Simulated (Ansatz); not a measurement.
# CdS: the cost of one run

Program: Ansatz 0.2.0. Level of theory: DFT PBE, scalar-relativistic, plane waves, PAW. These are calculated values, not measurements.

## Step 1: The system as given

The structure is hexagonal, space group P6_3mc (No. 186). Conventional cell: a = 4.135 Å, b = 4.135 Å, c = 6.749 Å, α = 90.00°, β = 90.00°, γ = 120.00°. Around Cd (site symmetry 3m) lie 4 S at 2.51 to 2.60 Å. S (site symmetry 3m) is surrounded by 4 Cd at 2.51 to 2.60 Å.

Coordinates:

```
CELL_PARAMETERS angstrom
-2.06740 -3.58084 -6.74900
-2.06740 -3.58084 6.74900
-4.13480 7.16168 0.00000
ATOMIC_POSITIONS crystal
Cd 0.33333 0.33333 0.16667
Cd 0.33333 0.33333 0.66667
Cd 0.83333 0.83333 0.16667
Cd 0.83333 0.83333 0.66667
Cd 0.91667 0.41667 0.83333
Cd 0.91667 0.41667 0.33333
Cd 0.41667 0.91667 0.83333
Cd 0.41667 0.91667 0.33333
S 0.14083 0.52583 0.16667
S 0.14083 0.52583 0.66667
S 0.64083 0.02583 0.16667
S 0.64083 0.02583 0.66667
S 0.72417 0.60917 0.83333
S 0.72417 0.60917 0.33333
S 0.22417 0.10917 0.83333
S 0.22417 0.10917 0.33333
```

The cell is taken as given, not relaxed at this level.

## Step 2: The perfect supercell on the trajectory's mesh

input.yaml

```yaml
crystal:
  lattice:
    - [-2.0673996017, -3.5808411497, -6.749]
    - [-2.0673996017, -3.5808411497, 6.749]
    - [-4.1347992034, 7.1616822994, 0.0]
  atoms:
    - { symbol: Cd, position: [0.3333333333, 0.3333333333, 0.1666666667] }
    - { symbol: Cd, position: [0.3333333333, 0.3333333333, 0.6666666667] }
    - { symbol: Cd, position: [0.8333333333, 0.8333333333, 0.1666666667] }
    - { symbol: Cd, position: [0.8333333333, 0.8333333333, 0.6666666667] }
    - { symbol: Cd, position: [0.9166666667, 0.4166666667, 0.8333333333] }
    - { symbol: Cd, position: [0.9166666667, 0.4166666667, 0.3333333333] }
    - { symbol: Cd, position: [0.4166666667, 0.9166666667, 0.8333333333] }
    - { symbol: Cd, position: [0.4166666667, 0.9166666667, 0.3333333333] }
    - { symbol: S, position: [0.1408333333, 0.5258333333, 0.1666666667] }
    - { symbol: S, position: [0.1408333333, 0.5258333333, 0.6666666667] }
    - { symbol: S, position: [0.6408333333, 0.0258333333, 0.1666666667] }
    - { symbol: S, position: [0.6408333333, 0.0258333333, 0.6666666667] }
    - { symbol: S, position: [0.7241666667, 0.6091666667, 0.8333333333] }
    - { symbol: S, position: [0.7241666667, 0.6091666667, 0.3333333333] }
    - { symbol: S, position: [0.2241666667, 0.1091666667, 0.8333333333] }
    - { symbol: S, position: [0.2241666667, 0.1091666667, 0.3333333333] }
  symmetry: { detect: false }
basis:
  ecutwfc: 420
kpoints:
  mp_grid: { grid: [2, 2, 2], shift: [0.5, 0.5, 0.5] }
hamiltonian:
  xc: pbe
scf:
  occupations: { method: gaussian, width: 0.1 }
output:
  forces: true
  stress: true
  eigenvalues: true
```

On the command line:

```sh
ansatz run input.yaml --threads 4 --pin off --max-ram 5120MiB --backend cpu --events-out ev --progress --plain --runs-dir out
```

**Question.** How long does this run take on 4 threads of Arm Neoverse V2, shared host, and how much memory does it need?

About 5.2 s, with a peak of 1.1 GiB.
